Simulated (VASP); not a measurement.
**VASP 6.6.1 run: AlN**

INCAR

```
NSW = 0
EDIFF = 1E-7
LREAL = .FALSE.
LWAVE = .FALSE.
NBANDS = 16
IBRION = -1
SIGMA = 0.02
GGA = PE
LASPH = .TRUE.
ISIF = 2
ENCUT = 500
LCHARG = .FALSE.
ISMEAR = -1
NELMDL = 0
PREC = Accurate
NELM = 50
```

KPOINTS

```
KPOINTS created by Atomic Simulation Environment
0
Gamma
12 12 6
0 0 0
```

POSCAR

```
Al N
 1.0000000000000000
     3.1066937601931870    0.0000000000000000    0.0000000000000000
    -1.5533468800965935    2.6904757181059007    0.0000000000000000
     0.0000000000000000    0.0000000000000000    5.1279492984999999
 Al  N
   2   2
Cartesian
  0.0000000000000001  1.7936504787372671 -0.0051949126190295
  1.5533468800965935  0.8968252393686336  2.5587797366309699
  0.0000000000000001  1.7936504787372671  1.9281758995565295
  1.5533468800965935  0.8968252393686336  4.4921505488065296
```

The recommended PBE PAW datasets give the neutral cell 16 valence electrons.

Command

```
mpirun -np 1 vasp_std
```

Question: Predict the outcome of this run.

Answer: It converged. Results: gap between bands v and c on the k mesh 4.07 eV; least direct gap on the k mesh 4.07 eV; pressure -1.3 GPa; largest force 0.02 eV/Å. Band v is the last that the valence electrons fill when counted band by band, and c is the next.

OSZICAR

```
N       E                     dE             d eps       ncg     rms          rms(c)
DAV:   1     0.388559157253E+02    0.38856E+02   -0.70480E+03  2440   0.862E+02
DAV:   2    -0.310679695603E+02   -0.69924E+02   -0.64035E+02  3384   0.181E+02
DAV:   3    -0.343991256668E+02   -0.33312E+01   -0.33214E+01  3080   0.406E+01
DAV:   4    -0.344198929834E+02   -0.20767E-01   -0.20766E-01  3064   0.366E+00
DAV:   5    -0.344201663228E+02   -0.27334E-03   -0.27334E-03  3024   0.422E-01    0.120E+01
DAV:   6    -0.297450676737E+02    0.46751E+01   -0.10816E+01  2880   0.233E+01    0.412E+00
DAV:   7    -0.297714183002E+02   -0.26351E-01   -0.63774E-01  2688   0.556E+00    0.292E+00
DAV:   8    -0.297636977785E+02    0.77205E-02   -0.63576E-02  2784   0.228E+00    0.621E-01
DAV:   9    -0.297584788889E+02    0.52189E-02   -0.12601E-02  3256   0.814E-01    0.254E-01
DAV:  10    -0.297591180608E+02   -0.63917E-03   -0.23802E-03  2656   0.305E-01    0.140E-01
DAV:  11    -0.297590305638E+02    0.87497E-04   -0.18554E-04  2856   0.102E-01    0.342E-02
DAV:  12    -0.297590337098E+02   -0.31459E-05   -0.11585E-05  2752   0.272E-02    0.692E-03
DAV:  13    -0.297590334590E+02    0.25074E-06   -0.42813E-06  2952   0.156E-02    0.477E-03
DAV:  14    -0.297590334664E+02   -0.74156E-08   -0.31667E-07  2744   0.470E-03
   1 F= -.29759033E+02 E0= -.29759033E+02  d E =-.207529E-11
```

For comparison, a separate PBE run of the intended cell, on usual settings and not on those above, gives a gap of 4.07 eV on its mesh and a pressure of -1.2 GPa.
